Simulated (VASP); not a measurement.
# CdSe (Fm-3m) in VASP: further runs

One crystal, CdSe, is run at these levels: PBE, r2SCAN50, PBEsol; tasks: single point, relaxation of cell and atoms.

Everything below comes from runs of VASP 6.6.1. Logs are shortened: lines on timing, memory, paths and dates and some standing lists are left out, and cuts for length are marked.

## 1. The crystal as given

It takes space group Fm-3m (No. 225, cubic). The conventional cell has a = 5.748 Å, b = 5.748 Å, c = 5.748 Å, α = 90.00°, β = 90.00°, γ = 90.00°. Cd (site symmetry m-3m) is surrounded by 6 Se at 2.87 Å. Around Se (site symmetry m-3m) lie 6 Cd at 2.87 Å.

Measurements of this composition are mostly on another form, of space group No. 186.

## 2. Single point, PBE

INCAR

```
PREC = Accurate
ENCUT = 500
EDIFF = 1E-6
ISMEAR = 0
SIGMA = 0.02
LREAL = False
LASPH = True
NELM = 60
ALGO = Normal
ISIF = 2
LWAVE = False
LCHARG = False
GGA = PE
NBANDS = 16
```

KPOINTS

```
Automatic mesh
0
Gamma
  4 4 4
```

POSCAR

```
CdSe
1.0
    0.0000000000      2.8739580000      2.8739580000
    2.8739580000      0.0000000000      2.8739580000
    2.8739580000      2.8739580000      0.0000000000
Cd Se
1 1
Direct
    0.0000000000      0.0000000000      0.0000000000
    0.5000000000      0.5000000000      0.5000000000
```

Potentials or basis: VASP PAW PBE potentials, release 64 (Cd_GW, Se_GW).

Run with:

```sh
> cat potpaw_PBE.64/Cd_GW/POTCAR potpaw_PBE.64/Se_GW/POTCAR > POTCAR
> mpirun -np 1 vasp_std > vasp.out
```

OUTCAR:

```text
PREC = Accurate
   ENCUT = 500
   EDIFF = 1E-6
   ISMEAR = 0
   LREAL = False
   LASPH = True
   NELM = 60
   ISIF = 2
   GGA = PE

 ion  position               nearest neighbor table
   1  0.000  0.000  0.000-   2 2.87   2 2.87   2 2.87   2 2.87   2 2.87   2 2.87
   2  0.500  0.500  0.500-   1 2.87   1 2.87   1 2.87   1 2.87   1 2.87   1 2.87

  LATTYP: Found a face centered cubic cell.
 ALAT       =     5.7479160000

  Lattice vectors:

 A1 = (   0.0000000000,   2.8739580000,   2.8739580000)
 A2 = (   2.8739580000,   0.0000000000,   2.8739580000)
 A3 = (   2.8739580000,   2.8739580000,   0.0000000000)

Analysis of symmetry for initial positions (statically):
=====================================================================
 Subroutine PRICEL returns:
 Original cell was already a primitive cell.

 Routine SETGRP: Setting up the symmetry group for a
 face centered cubic supercell.

 Subroutine GETGRP returns: Found 48 space group operations
 (whereof 48 operations were pure point group operations)
 out of a pool of 48 trial point group operations.

The static configuration has the point symmetry O_h .

Analysis of symmetry for dynamics (positions and initial velocities):
=====================================================================
 Subroutine PRICEL returns:
 Original cell was already a primitive cell.

 Routine SETGRP: Setting up the symmetry group for a
 face centered cubic supercell.

 Subroutine GETGRP returns: Found 48 space group operations
 (whereof 48 operations were pure point group operations)
 out of a pool of 48 trial point group operations.

The dynamic configuration has the point symmetry O_h .

 Subroutine INISYM returns: Found 48 space group operations
 (whereof 48 operations are pure point group operations),
 and found     1 'primitive' translations

----------------------------------------------------------------------------------------

                                     Primitive cell

  volume of cell :      47.4757

  direct lattice vectors                    reciprocal lattice vectors
     0.000000000  2.873958000  2.873958000    -0.173976098  0.173976098  0.173976098
     2.873958000  0.000000000  2.873958000     0.173976098 -0.173976098  0.173976098
     2.873958000  2.873958000  0.000000000     0.173976098  0.173976098 -0.173976098

  length of vectors
     4.064390381  4.064390381  4.064390381     0.301335442  0.301335442  0.301335442

  position of ions in fractional coordinates (direct lattice)
     0.000000000  0.000000000  0.000000000
     0.500000000  0.500000000  0.500000000

  ion indices of the primitive-cell ions
   primitive index   ion index
                 1           1
                 2           2

----------------------------------------------------------------------------------------

 KPOINTS: Automatic mesh

Automatic generation of k-mesh.
 Grid dimensions read from file:
 generate k-points for:    4    4    4

 Generating k-lattice:

  Cartesian coordinates                     Fractional coordinates (reciprocal lattice)
    -0.043494025  0.043494025  0.043494025     0.250000000  0.000000000  0.000000000
     0.043494025 -0.043494025  0.043494025     0.000000000  0.250000000  0.000000000
     0.043494025  0.043494025 -0.043494025     0.000000000  0.000000000  0.250000000

  Length of vectors
     0.075333860  0.075333860  0.075333860

  Shift w.r.t. Gamma in fractional coordinates (k-lattice)
     0.000000000  0.000000000  0.000000000

 Subroutine IBZKPT returns following result:
 ===========================================

 Found      8 irreducible k-points:

 Following reciprocal coordinates:
            Coordinates               Weight
  0.000000  0.000000  0.000000      1.000000
  0.250000  0.000000  0.000000      8.000000
  0.500000  0.000000  0.000000      4.000000
  0.250000  0.250000  0.000000      6.000000
  0.500000  0.250000  0.000000     24.000000
 -0.250000  0.250000  0.000000     12.000000
  0.500000  0.500000  0.000000      3.000000
 -0.250000  0.500000  0.250000      6.000000
   k-points           NKPTS =      8   k-points in BZ     NKDIM =      8   number of bands    NBANDS=     16
   number of dos      NEDOS =    301   number of ions     NIONS =      2
   total plane-waves  NPLWV =  27000
   dimension x,y,z NGX =    30 NGY =   30 NGZ =   30
   dimension x,y,z NGXF=    60 NGYF=   60 NGZF=   60
   ions per type =               1   1
   NGX,Y,Z   is equivalent  to a cutoff of  12.27, 12.27, 12.27 a.u.
   NGXF,Y,Z  is equivalent  to a cutoff of  24.54, 24.54, 24.54 a.u.
 SYSTEM =  unknown system
   PREC   = accura    normal or accurate (medium, high low for compatibility)
   ISTART =      0    job   : 0-new  1-cont  2-samecut
   ICHARG =      2    charge: 1-file 2-atom 10-const
   ISPIN  =      1    spin polarized calculation?
   LNONCOLLINEAR =      F non collinear calculations
   LSORBIT =      F    spin-orbit coupling
   LASPH  =      T    aspherical Exc in radial PAW
   ENCUT  =  500.0 eV  36.75 Ry    6.06 a.u.   7.41  7.41  7.41*2*pi/ulx,y,z
   NELM   =     60;   NELMIN=  2; NELMDL= -5     # of ELM steps
   EDIFF  = 0.1E-05   stopping-criterion for ELM
   LREAL  =      F    real-space projection
   EDIFFG = 0.1E-04   stopping-criterion for IOM
   NSW    =      0    number of steps for IOM
   IBRION =     -1    ionic relax: 0-MD 1-quasi-New 2-CG
   NFREE  =      0    steps in history (QN), initial steepest desc. (CG)
   ISIF   =      2    stress and relaxation
   ISYM   =      2    0-nonsym 1-usesym 2-fastsym
   POTIM  = 0.5000    time-step for ionic-motion
   TEBEG  =    0.0;   TEEND  =   0.0 temperature during run
   PSTRESS=    0.0 pullay stress
   NELECT =      18.0000    total number of electrons
   NUPDOWN=      -1.0000    fix difference up-down
   EMIN   =  10.00;   EMAX   =-10.00  energy-range for DOS
   EFERMI =   0.00;   METHOD = LEGACY
   ISMEAR =     0;   SIGMA  =   0.02  broadening in eV -4-tet -1-fermi 0-gaus
   EFERMI_NEDOS =   21; number of points for ismear=-14 and -15
   IALGO  =     38    algorithm
   IMIX   =      4    mixing-type and parameters
     AMIX     =   0.40;   BMIX     =  1.00
     AMIX_MAG =   1.60;   BMIX_MAG =  1.00
  volume/ion in A,a.u.               =      23.74       160.19
  Fermi-wavevector in a.u.,A,eV,Ry     =   1.184882  2.239103 19.101849  1.403946
  Thomas-Fermi vector in A             =   2.321088
   LORBIT       =      0    0 simple, 1 ext, 2 COOP (PROOUT), +10 PAW based schemes
   GGA     = PE    functional components
   LHFCALC =     F    Hartree Fock is set to
   AEXX    =    0.0000 exact exchange contribution
   IVDW    =     0    specifies the selected vdW correction
   LEPSILON=     F    determine dielectric tensor
   LRPA    =     F    only Hartree local field effects (RPA)
 non-spin polarized calculation
 Gauss-broadening in eV      SIGMA  =   0.02
  energy-cutoff  :      500.00
  volume of cell :       47.48
 maximum number of plane-waves:      1243
 NGX is ok and might be reduce to    30
   NGX = 15   NGY = 15   NGZ = 15

 number of electron      17.9999995 magnetization

 Free energy of the ion-electron system (eV)
  ---------------------------------------------------
  ext. energy  EPLUGINS =         0.00000000
  ---------------------------------------------------
  free energy    TOTEN  =        -5.15553066 eV

  energy without entropy =       -5.15419001  energy(sigma->0) =       -5.15486034

 E-fermi :   3.6073     XC(G=0): -10.0044

 val. band max:        3.6028254949   @ k =   0.5000   0.0000   0.0000
 cond. band min:       3.7359284968   @ k =   0.0000   0.0000   0.0000
 fundamental gap:      0.1331030018
 Fermi energy:         3.6073317347

 k-point     1 :       0.0000    0.0000    0.0000
  band No.  band energies     occupation
      1      -9.2350      2.00000
      2      -4.2428      2.00000
      3      -4.2428      2.00000
      4      -4.2269      2.00000
      5      -4.2269      2.00000
      6      -4.2269      2.00000
[... 8 lines left out ...]
     15      13.4100      0.00000
     16      13.4100      0.00000

 k-point     2 :       0.2500    0.0000    0.0000
  band No.  band energies     occupation
      1      -8.8340      2.00000
      2      -4.3526      2.00000
      3      -4.3526      2.00000
      4      -4.2686      2.00000
      5      -4.1604      2.00000
      6      -4.1604      2.00000
[... 8 lines left out ...]
     15      13.8426      0.00000
     16      13.8426      0.00000

 k-point     3 :       0.5000    0.0000    0.0000
  band No.  band energies     occupation
      1      -8.3347      2.00000
      2      -4.4596      2.00000
      3      -4.4596      2.00000
      4      -4.3711      2.00000
      5      -4.0905      2.00000
      6      -4.0905      2.00000
[... 8 lines left out ...]
     15      16.3709      0.00000
     16      16.3709      0.00000

 k-point     4 :       0.2500    0.2500    0.0000
  band No.  band energies     occupation
      1      -8.7771      2.00000
      2      -4.3241      2.00000
      3      -4.2787      2.00000
      4      -4.2049      2.00000
      5      -4.1490      2.00000
      6      -4.1490      2.00000
[... 8 lines left out ...]
     15      16.1617      0.00000
     16      16.9013      0.00000

 k-point     5 :       0.5000    0.2500    0.0000
  band No.  band energies     occupation
      1      -8.4046      2.00000
      2      -4.3171      2.00000
      3      -4.2940      2.00000
      4      -4.1914      2.00000
      5      -4.0718      2.00000
      6      -4.0015      2.00000
[... 8 lines left out ...]
     15      16.9343      0.00000
     16      17.4646      0.00000

 k-point     6 :      -0.2500    0.2500    0.0000
  band No.  band energies     occupation
      1      -8.4602      2.00000
      2      -4.4189      2.00000
      3      -4.3469      2.00000
      4      -4.2354      2.00000
      5      -4.1270      2.00000
      6      -4.0440      2.00000
[... 8 lines left out ...]
     15      16.2087      0.00000
     16      16.4505      0.00000

 k-point     7 :       0.5000    0.5000    0.0000
  band No.  band energies     occupation
      1      -8.4633      2.00000
      2      -4.3307      2.00000
      3      -4.1669      2.00000
      4      -4.0407      2.00000
      5      -4.0407      2.00000
      6      -3.5663      2.00000
[... 8 lines left out ...]
     15      17.9750      0.00000
     16      18.5153      0.00000

 k-point     8 :      -0.2500    0.5000    0.2500
  band No.  band energies     occupation
      1      -8.3538      2.00000
      2      -4.3409      2.00000
      3      -4.2171      2.00000
      4      -4.2171      2.00000
      5      -4.0406      2.00000
      6      -3.7038      2.00000
[... 8 lines left out ...]
     15      15.5651      0.00000
     16      18.5040      0.00000

------------------------ aborting loop because EDIFF is reached ----------------------------------------

  FORCE on cell =-STRESS in cart. coord.  units (eV):
  Direction    XX          YY          ZZ          XY          YZ          ZX
  --------------------------------------------------------------------------------------
  -------------------------------------------------------------------------------------
  Total       -0.0084285     -0.0084285     -0.0084285     -0.0000000      0.0000000     -0.0000000
  in kB       -0.2844380     -0.2844380     -0.2844380     -0.0000000      0.0000000     -0.0000000
  external PRESSURE =      -0.2844380 kB  Pullay stress =       0.0000000 kB

 VOLUME and BASIS-vectors are now :
 -----------------------------------------------------------------------------
  energy-cutoff  :      500.00
  volume of cell :       47.48
      direct lattice vectors                 reciprocal lattice vectors
     0.000000000  2.873958000  2.873958000    -0.173976098  0.173976098  0.173976098
     2.873958000  0.000000000  2.873958000     0.173976098 -0.173976098  0.173976098
     2.873958000  2.873958000  0.000000000     0.173976098  0.173976098 -0.173976098

 POSITION                                       TOTAL-FORCE (eV/Angst)
 -----------------------------------------------------------------------------------
      0.00000      0.00000      0.00000         0.000000      0.000000     -0.000000
      2.87396      2.87396      2.87396         0.000000      0.000000      0.000000
 -----------------------------------------------------------------------------------
    total drift:                               -0.000000      0.000000      0.000000

  FREE ENERGIE OF THE ION-ELECTRON SYSTEM (eV)
  ---------------------------------------------------
  free  energy   TOTEN  =        -5.1555306643 eV

  energy  without entropy=       -5.1541900067  energy(sigma->0) =       -5.15486034
```

It took 11 s on 1 thread of Intel Xeon Platinum 8488C (Sapphire Rapids), shared host; peak memory 0.17 GiB.

What came out:

```
Free energy            : -5.1555 eV
Pressure               : 0.0 GPa
Band gap on the k mesh : none (metal or under the smearing width)
```

Caveat: the k mesh is coarse (spacing up to 0.47 Å⁻¹), so the values aren't converged.

## 3. Relaxation of cell and atoms, r2SCAN50 (volume scaled by 1.25)

POSCAR

```
CdSe
4.3782
    0.000000000000      0.707111919602      0.707111919602
    0.707111919602      0.000000000000      0.707111919602
    0.707111919602      0.707111919602      0.000000000000
Cd Se
1 1
Direct
    0.0000000000      0.0000000000      0.0000000000
    0.5000000000      0.5000000000      0.5000000000
```

INCAR.step1

```
SYSTEM = CdSe
ALGO = Normal ; EDIFF = 1E-5
ENCUT = 600 ; GGA = PE
ISMEAR = -1 ; LASPH = .True.
LCHARG = .False. ; LREAL = .False.
LWAVE = .True. ; NELM = 60
PREC = Accurate ; SIGMA = 0.1
```

INCAR.step2

```
SYSTEM = CdSe
AEXX = 0.5 ; ALGO = Normal
EDIFF = 1E-7 ; EDIFFG = -0.01
ENCUT = 600 ; HFRCUT = -1
IBRION = 2 ; ISIF = 3
ISMEAR = -1 ; ISTART = 1
LASPH = .True. ; LCHARG = .False.
LHFCALC = .True. ; LMIXTAU = .True.
LREAL = .False. ; LWAVE = .False.
METAGGA = R2SCAN ; NELM = 60
NSW = 40 ; PREC = Accurate
PRECFOCK = Fast ; SIGMA = 0.1
```

KPOINTS

```
k-points
0
Gamma
  4 4 4
  0 0 0
```

Potentials or basis: VASP PAW PBE potentials, release 64 (Cd, Se).

Run with:

```sh
> cat potpaw_PBE.64/Cd/POTCAR potpaw_PBE.64/Se/POTCAR > POTCAR
> cp INCAR.step1 INCAR
> mpirun -np 1 vasp_std > vasp.out
> cp INCAR.step2 INCAR
> mpirun -np 1 vasp_std > vasp.out
```

Run time: 16 min. Hardware: 1 thread of AMD EPYC 9R45 (Zen 5), shared host; peak memory 0.2 GiB.

Results (log left out):

* Free energy: -24.6811 eV
* Relaxed volume: 22.55 Å³/atom
* Relaxed cell: a = 3.995 Å, b = 3.995 Å, c = 3.995 Å, α = 60.00°, β = 60.00°, γ = 60.00°
* Space group after relaxing (to 0.05 Å): Fm-3m (No. 225)
* Energy gained by relaxing: 329.8 meV/atom
* Ionic steps: 3
* Pressure after relaxing: 0.0 GPa
* Band gap on the k mesh: 2.98 eV, indirect (least direct gap 4.62 eV)

Step by step:
```tsv
step	energy change (eV)	largest force (eV/Å)	pressure (GPa)	volume (Å³)
1	0.0000	0.0000	-11.51	59.34
2	-0.6292	0.0000	4.52	42.86
3	-0.6595	0.0000	0.02	45.10
```

Final structure:
```xyz
2
Lattice="0.0000 2.8252 2.8252 2.8252 0.0000 2.8252 2.8252 2.8252 0.0000" Properties=species:S:1:pos:R:3 pbc="T T T"
Cd    0.0000    0.0000    0.0000
Se    2.8252    2.8252    2.8252
```

Levels at points of the mesh, in eV from the valence-band top:
| k point | band 6 | band 7 | band 8 | band 9 | band 10 | band 11 | band 12 | band 13 |
| --- | --- | --- | --- | --- | --- | --- | --- | --- |
| (0.00, 0.00, 0.00) | -10.75 | -0.64 | -0.64 | -0.64 | 3.99 | 12.43 | 12.43 | 12.43 |
| (0.50, 0.00, 0.00) | -10.60 | -6.01 | 0.00 | 0.00 | 6.43 | 8.99 | 8.99 | 10.98 |
| (0.50, 0.50, 0.00) | -9.75 | -5.10 | -2.49 | -2.49 | 2.98 | 8.68 | 14.59 | 15.43 |

Caveat: the k mesh is coarse (spacing up to 0.44 Å⁻¹), so the values aren't converged, least of all with exact exchange; the PAW data sets were made with another functional, which shifts forces and pressure a little.

## 4. Single point, PBEsol

INCAR

```
SYSTEM = CdSe
PREC = Accurate ; ENCUT = 550
EDIFF = 1E-7 ; ISMEAR = 0
SIGMA = 0.1 ; LREAL = .False.
LASPH = .True. ; NELM = 100
ALGO = Fast ; ISIF = 2
LWAVE = .False. ; LCHARG = .True.
GGA = PS ; LELF = .True.
LVHAR = .True.
```

KPOINTS

```
Automatic mesh
0
Gamma
  8 8 8
  0 0 0
```

POSCAR

```
CdSe
4.0644
    0.000000000000      0.707105107765      0.707105107765
    0.707105107765      0.000000000000      0.707105107765
    0.707105107765      0.707105107765      0.000000000000
Cd Se
1 1
Direct
    0.0000000000      0.0000000000      0.0000000000
    0.5000000000      0.5000000000      0.5000000000
```

Potentials or basis: VASP PAW PBE potentials, release 64 (Cd_GW, Se_GW).

Run with:

```sh
> cat potpaw_PBE.64/Cd_GW/POTCAR potpaw_PBE.64/Se_GW/POTCAR > POTCAR
> mpirun -np 1 vasp_std > vasp.out
```

Run time: 18 s. Hardware: 1 thread of Intel Xeon Platinum 8488C (Sapphire Rapids), shared host; peak memory 0.2 GiB.

Results (log left out):

| Item | Value |
| --- | --- |
| Free energy | -5.9923 eV |
| Pressure | -3.9 GPa |
| Band gap on the k mesh | none (metal or under the smearing width) |

Levels at points of the mesh, in eV from the Fermi level:
```
           k point  band 6  band 7  band 8  band 9  band 10  band 11  band 12  band 13
(0.00, 0.00, 0.00)   -7.92   -0.69   -0.69   -0.69    -0.10     8.52     8.52     8.52
(0.50, 0.00, 0.00)   -7.79   -5.04   -0.11   -0.11     2.81     5.11     5.11     5.79
(0.50, 0.50, 0.00)   -7.26   -4.19   -2.14   -2.14    -0.60     5.30     9.49    10.11
```

Caveat: the PAW data sets were made with another functional, which shifts forces and pressure a little.

## 5. The runs side by side

| task | level | potentials or basis | cell | k mesh | cutoff (eV) | smearing | grid for exact exchange (PRECFOCK) | exchange at q = 0 | mesh quality | gap on the mesh (eV) | pressure (GPa) |
| --- | --- | --- | --- | --- | --- | --- | --- | --- | --- | --- | --- |
| single point | PBE | VASP PAW PBE potentials, release 64 (Cd_GW, Se_GW) | as given | 4 × 4 × 4 | 500 | gaussian 0.02 eV | - | - | coarse | none | 0.0 |
| relaxation of cell and atoms | r2SCAN50 | VASP PAW PBE potentials, release 64 (Cd, Se) | relaxed from: volume scaled by 1.25 | 4 × 4 × 4 | 600 | fermi-dirac 0.1 eV | Fast | truncated | coarse | 2.98 | 0.0 |
| single point | PBEsol | VASP PAW PBE potentials, release 64 (Cd_GW, Se_GW) | as given | 8 × 8 × 8 | 550 | gaussian 0.1 eV | - | - | not flagged | none | -3.9 |

Alike in all rows: no spin polarisation.

Caveats: some runs use coarse meshes; the PAW data sets were made with another functional, which shifts forces and pressure a little (some runs).

Absolute energies hang on the potentials; compare differences alone.
